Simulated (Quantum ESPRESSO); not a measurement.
Set up this calculation in Quantum ESPRESSO 7.5, as the native input.

| Quantity | Value |
| --- | --- |
| Task | single point |
| Functional | PBEsol |
| Potentials or basis | GBRV 1.5 PBEsol |
| Cutoff | 612 eV |
| Density cutoff | 4898 eV |
| k mesh | 8 × 8 × 4 |
| Occupations | fermi-dirac, width 0.05 eV |
| Spin | no spin polarisation |
| Mixing beta | 0.5 |
| Most SCF iterations | 120 |
| SCF threshold | 8e-10 Ry |

Crystal: Ge.

```
Ge
1.0
     3.99759    0.00000    0.00000
    -1.99879    3.46201    0.00000
     0.00000    0.00000    6.59938
Ge
4
Direct
  0.32803 0.66489 0.93959
  0.67763 0.33919 0.43330
  0.34363 0.67052 0.56725
  0.67313 0.32691 0.06117
```

This isn't the form of Ge at room conditions, which is diamond.

The cell isn't the ideal one: atoms moved at random, drawn with an rms of 0.05 Å.

One way to write it, as run:

pw.in

```
&CONTROL
  calculation = 'scf'
  prefix = 'pwscf'
  outdir = './tmp'
  pseudo_dir = './pseudo'
  tprnfor = .true.
  tstress = .true.
  disk_io = 'nowf'
/
&SYSTEM
  ibrav = 0
  nat = 4
  ntyp = 1
  ecutwfc = 45
  ecutrho = 360
  nbnd = 38
  occupations = 'smearing'
  smearing = 'fd'
  degauss = 0.00367493
/
&ELECTRONS
  conv_thr = 8d-10
  electron_maxstep = 120
  mixing_beta = 0.5
/
ATOMIC_SPECIES
Ge    72.6300 ge_pbesol_v1.4.uspp.F.UPF
CELL_PARAMETERS angstrom
   3.9975858431    0.0000000000    0.0000000000
  -1.9987929216    3.4620108940    0.0000000000
   0.0000000000    0.0000000000    6.5993779500
ATOMIC_POSITIONS crystal
Ge     0.3280340000    0.6648870000    0.9395880000
Ge     0.6776310000    0.3391870000    0.4332960000
Ge     0.3436270000    0.6705210000    0.5672550000
Ge     0.6731280000    0.3269050000    0.0611730000
K_POINTS automatic
8 8 4 0 0 0
```

Potentials or basis: GBRV 1.5 PBEsol.

The run is started by

```console
$ OMP_NUM_THREADS=1 mpirun -n 2 pw.x -nk 2 -in pw.in > pw.out
```

Results of the run:

```json
{
 "Pressure": "-0.2 GPa",
 "Largest force": "0.628 eV/Å",
 "Band gap on the k mesh": "0.10 eV, indirect (least direct gap 0.12 eV)"
}
```

Wall time 2.6 min on 2 MPI ranks on Arm Neoverse V1, with other jobs on the host, peak memory 0.58 GiB a rank.
